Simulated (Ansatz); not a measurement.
In under changes of volume

One of the cells (26.540 Å³/atom); the others are scaled copies at fixed shape and fractional positions:

```
In
1.0
     3.33548    0.00000    0.00000
    -1.66774    2.88861    0.00000
     0.00000    0.00000    5.50914
In
2
Cartesian
  1.6677 0.9629 4.1319
  0.0000 1.9257 1.3773
```

This isn't the form of In at room conditions, which is tetragonal.

```yaml
Program: Ansatz 0.2.0
Functional: PBEsol
Potentials_or_basis: Ansatz PAW earlier set
Cutoff: "710 eV (not typed: the program's choice for these potentials)"
k_mesh: 9 × 9 × 5
Occupations: fermi-dirac, width 0.05 eV
Spin: no spin polarisation
```

| volume (Å³/atom) | energy over the lowest point (meV/atom) | pressure (GPa) |
| --- | --- | --- |
| 24.948 | 2.38 | 1.3 |
| 25.478 | 0.00 | 0.3 |
| 26.009 | 0.80 | -0.6 |
| 26.540 | 4.39 | -1.4 |
| 27.071 | 10.33 | -2.0 |
| 27.602 | ? | ? |
| 28.133 | 27.58 | -3.0 |

Q: What does the run at 27.602 Å³/atom give?

A: Energy over the lowest point 18.17 meV/atom; pressure -2.6 GPa.

Worked out: A Birch-Murnaghan fit of order 3 (a polynomial in V^(-2/3)) to the other rows has its minimum at 25.59 Å³/atom with B0 = V·E''(V) = 46 GPa and B' = 7.1 at fixed shape and positions, which overstates the stiffness. It gives 18.15 meV/atom at 27.602 Å³/atom, against the run's 18.17, and -dE/dV = -2.6 GPa, against -2.6.

Energies are extrapolated to zero smearing.

Caveats: the PAW data sets come from PBE, with cores solved anew for the run's functional, which leaves a small shift of forces and pressure.
